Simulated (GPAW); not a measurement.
# Br (Cmce) in GPAW: dielectric tensor with LDA

Aim: the dielectric tensor of Br with LDA.

Program: GPAW 26.7.0. These are calculated values, not measurements. Logs are shortened: lines on timing, memory, paths and dates and some standing lists are left out, and cuts for length are marked. The log counts tension as positive stress, the text compression.

### Step 1. Starting point

Symmetry: Cmce, No. 64, orthorhombic system. Conventional cell: a = 6.726 Å, b = 4.645 Å, c = 8.702 Å, α = 90.00°, β = 90.00°, γ = 90.00°. Br (site symmetry m) is surrounded by 1 Br at 2.29 Å.

### Step 2. Dielectric tensor, LDA

Contents of run.py:

```python
import numpy as np
from ase import Atoms
from ase.dft.bandgap import bandgap
from ase.io import write
from gpaw import GPAW, PW
from gpaw.response.df import DielectricFunction

atoms = Atoms(['Br', 'Br', 'Br', 'Br'],
              cell=[[3.36325, -2.32255, 0.0],
                    [3.36325, 2.32255, 0.0],
                    [0.0, 0.0, 8.7023]],
              scaled_positions=[[0.3651, 0.6349, 0.3901],
                                [0.1349, 0.8651, 0.8901],
                                [0.6349, 0.3651, 0.6099],
                                [0.8651, 0.1349, 0.1099]],
              pbc=True)

calc = GPAW(mode=PW(450),
            xc='LDA',
            kpts={'size': (6, 6, 3), 'gamma': True},
            occupations={'name': 'fermi-dirac', 'width': 0.001},
            nbands=26,
            convergence={'density': 1e-06},
            maxiter=150,
            txt='gpaw.txt')
atoms.calc = calc
energy = atoms.get_potential_energy()
calc.write('gs.gpw')
write('result.traj', atoms)
print(f'Energy: {energy:.6f} eV')
print('Fermi level:', round(calc.get_fermi_level(), 4), 'eV')
print(f'Gap: {bandgap(calc)[0]:.4f} eV, direct: {bandgap(calc, direct=True)[0]:.4f} eV')

for size in [(8, 8, 4), (11, 11, 5)]:
    name = 'x'.join(str(n) for n in size)
    dense = calc.fixed_density(kpts={'size': size, 'gamma': True},
                               nbands=60, convergence={'bands': 54, 'eigenstates': 1e-7},
                               update_fermi_level=True, txt=f'dense-{name}.txt')
    dense.write(f'{name}.gpw', mode='all')
    df = DielectricFunction(f'{name}.gpw', frequencies=np.array([0.0]), hilbert=False, eta=0.001,
                            ecut=80, nbands=54, intraband=False, txt=f'df-{name}.txt')
    for xc in ['RPA', 'LR0.1', 'LR0.3']:
        for direction in ['x', 'y', 'z', [0, 1, 1], [1, 0, 1], [1, 1, 0]]:
            e0, e = df.get_macroscopic_dielectric_constant(xc=xc, direction=direction)
            print(f'{name} {xc} {direction}: {e0:.4f} without, {e:.4f} with local fields')
```

Potentials or basis: the program's PAW data sets (release 1.2.1) made for this functional, pw.

Started as:

```
$ OMP_NUM_THREADS=1 python run.py
```

gpaw.txt:

```text
__  _  _
 | _ |_)|_||  |
 |__||  | ||/\| - 26.7.0

Input parameters:
  mode=PW(ecut=450.00000000000006),
  convergence={'density': 1e-06},
  kpts=MonkhorstPack(size=(6, 6, 3), gamma=True),
  maxiter=150,
  nbands=26,
  occupations=Occupations(name='fermi-dirac', width=0.001),
  xc=XC(name='LDA')

Diagonalizing LCAO Hamiltonian
Converting LCAO to pw mode

          Br

        Br

         Br

       Br

Atoms  # Å, Bohr magnetons
|   | symbol |        x |         y |        z |    initial magnetic moments |
|---|--------|----------|-----------|----------|-----------------------------|
| 0 |     Br | 3.363250 |  0.626624 | 3.394767 | ( 0.0000,  0.0000,  0.0000) |
| 1 |     Br | 3.363250 |  1.695926 | 7.745917 | ( 0.0000,  0.0000,  0.0000) |
| 2 |     Br | 3.363250 | -0.626624 | 5.307533 | ( 0.0000,  0.0000,  0.0000) |
| 3 |     Br | 3.363250 | -1.695926 | 0.956383 | ( 0.0000,  0.0000,  0.0000) |

Unit cell  # Å
| periodic |        x |         y |        z |  lengths |    angles |
|----------|----------|-----------|----------|----------|-----------|
|      yes | 3.363250 | -2.322550 | 0.000000 | 4.087259 | 90.000000 |
|      yes | 3.363250 |  2.322550 | 0.000000 | 4.087259 | 90.000000 |
|      yes | 0.000000 |  0.000000 | 8.702300 | 8.702300 | 69.255369 |

Number of symmetries: 4
Symmetry operations  # r_c * U_cc + t_c -> r_c
|   | kind |            matrix            |
|---|------|------------------------------|
| 0 |  E   |  1, 0, 0,  0, 1, 0,  0, 0, 1 |
| 1 |  C2  |  0, 1, 0,  1, 0, 0,  0, 0,-1 |
| 2 |  σ   |  0,-1, 0, -1, 0, 0,  0, 0, 1 |
| 3 |  i   | -1, 0, 0,  0,-1, 0,  0, 0,-1 |

BZ-sampling:
  Number of BZ points: 108
  Number of IBZ points: 34

  Monkhorst-Pack size: [6, 6, 3]
  Monkhorst-Pack shift: [0.08333333333333333, 0.08333333333333333, 0.0]

K-points  # in reciprocal-cell coordinates
|     |                                coordinates |     weight |
|-----|--------------------------------------------|------------|
|   0 | (  0.00000000,   0.00000000,   0.00000000) | 0.00925926 |
|   1 | (  0.00000000,   0.00000000,   0.33333333) | 0.01851852 |
|   2 | (  0.16666667,  -0.16666667,  -0.33333333) | 0.01851852 |
|   3 | (  0.16666667,  -0.16666667,   0.00000000) | 0.01851852 |
|   4 | (  0.16666667,  -0.16666667,   0.33333333) | 0.01851852 |
|   5 | (  0.16666667,   0.00000000,  -0.33333333) | 0.03703704 |
|   6 | (  0.16666667,   0.00000000,   0.00000000) | 0.03703704 |
|   7 | (  0.16666667,   0.00000000,   0.33333333) | 0.03703704 |
|   8 | (  0.16666667,   0.16666667,   0.00000000) | 0.01851852 |
|   9 | (  0.16666667,   0.16666667,   0.33333333) | 0.03703704 |
| ... |                                            |            |
|  33 | (  0.50000000,   0.50000000,   0.33333333) | 0.01851852 |

Plane wave coefficients: 2963
Cutoff: 450.00000000000006 eV

Spin-components: 1 (collinear spins)
Bands:           26
Projectors:      20
Spin-degeneracy: 2
Datatype:        complex128

Parallelization:
  kpt:    1
  domain: 1
  band:   1

Density:
  Valence electrons: 28.0
  Components: 1
  Grid points: [20 20 45]
  Charge: 0.0  # |e|

Potential:
  Grid points: [20 20 45]

species:
  Br:
    name:    Bromine
    Z:       35.0
    valence: 7
    core:    28
    charge:  0.0  # [|e|]
    compensation charges:
      type: gauss
      rc: 0.35  # [Å]
      lmax: 2
    cutoffs:
      filter: 1.98  # [Å]
      core: 2.38  # [Å]
    projectors
    | kind |    occ | energy [eV] | rcut [Å] |
    |------|--------|-------------|----------|
    |   4s |  2.000 |     -20.306 |    1.111 |
    |   4p |  5.000 |      -8.003 |    1.111 |
    |    s |        |       6.906 |    1.111 |
    |    p |        |      19.208 |    1.111 |
    |    d |        |       0.000 |    1.111 |

    Using partial waves for Br as LCAO basis

Reference energy: -283250.177553  # eV

eigensolver:
  PPCG
  Converge bands: occupied
  niter=2

density mixing:
  MSR1-Mixer
  Pratt-step length: 0.05
  Maximum mixing coefficient: 0.75
  Old densities: 10
  SVD Regularization: 0.005
  Good broyden scale: 1.0
  Trust region scale: 1.0
  Backstep threshold: 4.0
  History deletion threshold: 6.0
  Fourier metric: weight=20.0, sigma=0.015

occupation numbers:
  Fermi-Dirac:
    width: 0.0010  # eV

poisson solver:
  ecut: 3600.0000000000005  # eV

xc functional:
  name: None

convergence criteria:
- Maximum integral of absolute [dens]ity change: 1e-06 electrons / valence electron
- Maximum [total energy] change in last 3 cyles: 0.0005 eV / valence electron
- Maximum integral of absolute [eigenst]ate change: 4e-08 eV^2 / valence electron
maximum number of iterations: 150

SCF iterations
|iter     | |      energy | eigst |  dens |
|---------|-|-------------|-------|-------|
|iter:   1| |   -8.458316 | -0.62 |       |
|iter:   2| |   -8.399572 | -2.87 | -1.10 |
|iter:   3| |   -7.970319 | -2.16 | -1.12 |
|iter:   4| |   -7.952601 | -3.30 | -1.74 |
|iter:   5| |   -7.952404 | -5.16 | -2.52 |
|iter:   6| |   -7.952398c| -6.56 | -3.10 |
|iter:   7| |   -7.952397c| -7.32 | -3.94 |
|iter:   8| |   -7.952396c| -8.02c| -4.15 |
|iter:   9| |   -7.952396c| -8.54c| -4.63 |
|iter:  10| |   -7.952396c| -9.66c| -5.52 |
|iter:  11| |   -7.952396c|-10.63c| -6.30c|

Converged in 11 steps
Energy contributions relative to reference atoms: (reference = -283250.177553)

Energy contributions:
  Kinetic:           8.291199
  Coulomb:          -7.382949
  Zero:             -0.046656
  External:          0.000000
  Xc:               -8.813990
  Entropy:          -0.000000
  Spinorbit:         0.000000
  ----------------------------
  Free energy:      -7.952396
  Extrapolated:     -7.952396

dipole moment: (-0.000020, -0.000000, -0.000026)  # |e|*Ang

Fermi level: 1.400
Eigenvalues  # (at kpt = [0.000, 0.000, 0.000])
| band index |      eig [eV] | occ [0-2] |
|------------|---------------|-----------|
|          0 |       -15.778 |     2.000 |
|        ... |               |           |
|          6 |        -1.964 |     2.000 |
|          7 |        -1.936 |     2.000 |
|          8 |        -1.439 |     2.000 |
|          9 |        -1.401 |     2.000 |
|         10 |        -0.745 |     2.000 |
|         11 |        -0.145 |     2.000 |
[... 8 lines left out ...]
|         20 |         9.000 |     0.000 |
|         21 |         9.308 |     0.000 |
|        ... |               |           |
|         25 |        11.257 |     0.000 |

Gap: 1.738 eV
Transition (v -> c):
  (s=0, k=32, n=13, [0.50, 0.50, 0.00]) -> (s=0, k=0, n=14, [0.00, 0.00, 0.00])
Direct/indirect transitions are different
Direct gap: 1.751 eV
Transition at: (s=0, k=0, n=13, [0.00, 0.00, 0.00])
# Writing to gs.gpw (mode='')
```

Wall time 12 min (1 thread of Arm Neoverse V2, shared host); peak memory 1.1 GiB.

Results:

```
Free energy                             : -7.9524 eV
Band gap on the k mesh                  : 1.74 eV, indirect (least direct gap 1.75 eV)
Electronic dielectric tensor (diagonal) : 2.64, 4.66, 7.61
```

Electronic dielectric tensor:
```
2.64 0.00 0.00
0.00 4.66 0.00
0.00 0.00 7.61
```

Caveat: the long-wavelength limit can be off by a per cent or two; an odd mesh through Γ misses points on the zone boundary, where band edges often lie.
